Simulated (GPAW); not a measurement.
Here is a GPAW 26.7.0 calculation.

File run.py:

```python
from ase.eos import EquationOfState
from ase.io import Trajectory, read
from ase.units import GPa
from gpaw import GPAW, PW

atoms = read('POSCAR')

traj = Trajectory('eos.traj', 'w')
volumes, energies = [], []
for x in [0.94, 0.96, 0.98, 1.0, 1.02, 1.04, 1.06]:
    a = atoms.copy()
    a.set_cell(atoms.cell * x**(1 / 3), scale_atoms=True)
    calc = GPAW(mode=PW(800),
                xc='PBE',
                kpts={'size': (11, 11, 11), 'gamma': True},
                occupations={'name': 'fermi-dirac', 'width': 0.05},
                nbands=12,
                convergence={'density': 1e-05, 'energy': 1e-05},
                maxiter=150,
                txt=f'eos-{x:.2f}.txt')
    a.calc = calc
    energies.append(a.get_potential_energy(force_consistent=True))
    volumes.append(a.get_volume())
    p = -a.get_stress()[:3].mean() / GPa
    calc.write(f'eos-{x:.2f}.gpw')
    traj.write(a)
    print(f'{x:.2f} {volumes[-1]:10.4f} A^3 {energies[-1]:14.6f} eV {p:9.3f} GPa', flush=True)

v0, e0, B = EquationOfState(volumes, energies, eos='birchmurnaghan').fit()
print(f'V0 = {v0:.4f} A^3, E0 = {e0:.6f} eV, B0 = {B / GPa:.2f} GPa')
```

File POSCAR:

```
Mg
1.0
   -1.7727644967      1.7727644967      1.7727644967
    1.7727644967     -1.7727644967      1.7727644967
    1.7727644967      1.7727644967     -1.7727644967
Mg
1
Direct
    0.0000000000      0.0000000000      0.0000000000
```

Potentials or basis: GPAW PAW data sets (gpaw-data 1.2.1), pw.

Launch:

```bash
$ OMP_NUM_THREADS=1 python run.py
```

Task: What does it give for the pressure derivative of the bulk modulus?

Result: 3.9.

Task: Estimate the bulk modulus.

Result: 36 GPa.

Energy against volume, from the lowest point:
```csv
volume (Å³/atom),energy (meV/atom)
20.948,19.43
21.394,10.80
21.839,4.85
22.285,1.31
22.731,0.00
23.176,0.69
23.622,3.18
```
